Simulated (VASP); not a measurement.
Crystal: C.

```
CELL_PARAMETERS angstrom
0.00000 1.78337 1.78337
1.78337 0.00000 1.78337
1.78337 1.78337 0.00000
ATOMIC_POSITIONS crystal
C 0.00000 0.00000 0.00000
C 0.25000 0.25000 0.25000
```

This isn't the form of C at room conditions, which is graphite.

Base run:

* Program: VASP 6.6.1
* Functional: r2SCAN
* Potentials or basis: VASP PAW PBE potentials, release 64 (C)
* Cutoff: 520 eV
* k mesh: 11 × 11 × 11
* Occupations: fermi-dirac, width 0.02 eV
* Spin: no spin polarisation

Its results: band gap on the k mesh 4.32 eV, indirect (least direct gap 5.84 eV); pressure -1.3 GPa.

The run is repeated on the same cell with these changes: functional from r2SCAN to HSE06; k mesh from 11 × 11 × 11 to 8 × 8 × 8. What comes out?

Band gap on the k mesh 5.30 eV, indirect (least direct gap 6.99 eV); pressure -7.4 GPa.

Several settings changed at once, so the effect can't be laid on one alone.

Caveats: the PAW data sets were made with another functional, which shifts forces and pressure a little; an odd mesh through Γ misses points on the zone boundary, where band edges often lie (some runs).

Not every run made on this cell is shown here.
